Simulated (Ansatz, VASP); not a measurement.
**Two plane-wave programs on HfC**

```
CELL_PARAMETERS angstrom
0.00000 2.32500 2.32500
2.32500 0.00000 2.32500
2.32500 2.32500 0.00000
ATOMIC_POSITIONS crystal
Hf 0.50000 0.50000 0.50000
C 0.05645 0.94355 0.05645
```

Change from the starting cell: all C atoms moved +0.263 Å, as atom 2 along Cartesian [0 1 0].

Alike in both runs: task single point; functional PBEsol; k mesh 18 × 18 × 18; occupations gaussian, width 0.15 eV; no spin polarisation.

|  | VASP | Ansatz |
| --- | --- | --- |
| version | VASP 6.6.1 | Ansatz 0.2.0 |
| potentials or method | VASP PAW PBE potentials, release 64 (Hf_pv, C) | scalar-relativistic, plane waves, PAW |
| plane-wave cutoff (eV) | 520 | 420 |
| valence electrons in the cell | 14 | 30 |

Ansatz gave:

```
gap on the k mesh at the Fermi level (eV)       : none
pressure (GPa)                                  : 0.0
largest component of the traceless stress (GPa) : 14.77
rms of the force components (eV/Å)              : 1.476
```

**Question.** Which values does VASP return?

**Answer.** gap on the k mesh at the Fermi level (eV): none; pressure (GPa): -0.3; largest component of the traceless stress (GPa): 15.12; rms of the force components (eV/Å): 1.490.

Atom by atom the forces differ by 0.013 eV/Å (rms over components). A gap of «none» marks a metal or a gap that the smearing closes. The functional is the same, so the differences come from potentials, cutoffs and numerics. The two sets of potentials don't hold the same shells in valence.

Caveats: the PAW data sets were made with another functional, which shifts forces and pressure a little (VASP). Spin-orbit coupling is left out, which matters for the levels of Hf.
